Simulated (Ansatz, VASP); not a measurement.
Rh: VASP beside Ansatz

Contents of INCAR:

```
ALGO     = Normal         # electronic algorithm
EDIFF    = 1E-8           # SCF threshold, eV
ENCUT    = 520            # plane-wave cutoff, eV
GGA      = PE             # functional
ISIF     = 2              # what is computed and relaxed
ISMEAR   = -1             # smearing method
LASPH    = True           # aspherical terms in the spheres
LCHARG   = False          # write CHGCAR
LEFG     = True         
LREAL    = False          # projectors in reciprocal space
LWAVE    = False          # write WAVECAR
NBANDS   = 14             # bands
NELM     = 60             # most SCF steps
PREC     = Accurate       # precision mode
SIGMA    = 0.08           # smearing width, eV
```

KPOINTS

```
k-points
0
Gamma
  16 16 16
```

Contents of POSCAR:

```
Rh
1.0
    0.0000000000      1.8635190000      1.9015500000
    1.8635190000      0.0000000000      1.9015500000
    1.8635190000      1.8635190000      0.0000000000
Rh
1
Direct
    0.0000000000      0.0000000000      0.0000000000
```

Input for Ansatz:

```yaml
crystal:
  lattice:
    - [0.0, 1.863519, 1.90155]
    - [1.863519, 0.0, 1.90155]
    - [1.863519, 1.863519, 0.0]
  atoms:
    - { symbol: Rh, position: [0.0, 0.0, 0.0] }
kpoints:
  mp_grid: { grid: [16, 16, 16] }
scf:
  occupations: { method: fermi_dirac, width: 0.08 }
hamiltonian:
  xc: pbe
  pseudopotentials: { kind: paw }
output:
  forces: true
  stress: true
  eigenvalues: true
  efg: { contact_densities: true }
```

Change from the starting cell: equal xx and yy strain of -2 %, PAW files.

Alike in both runs: task electric field gradients; functional PBE; k mesh 16 × 16 × 16; occupations fermi-dirac, width 0.08 eV; no spin polarisation.

```csv
,VASP,Ansatz
version,VASP 6.6.1,Ansatz 0.2.0
potentials or method,"VASP PAW PBE potentials, release 64 (Rh_pv)","PAW with Ansatz's default frozen-core files, scalar-relativistic"
plane-wave cutoff (eV),520,420
valence electrons in the cell,15,17
```

|  | VASP | Ansatz | Ansatz less VASP |
| --- | --- | --- | --- |
| pressure (GPa) | 19.0 | 18.9 | -0.06 |
| largest component of the traceless stress (GPa) | 3.70 | 3.71 | +0.010 |
| Vzz of the field gradient on the site that differs most (V/Å²) | 1.5 | 1.8 | +0.22 |

The two sets of potentials don't hold the same shells in valence. Ansatz warned: «gradients_without_spin_orbit».

Caveats: so large a pressure means that the cell lies far from this level's equilibrium, or that cutoff or potentials fall short (VASP).
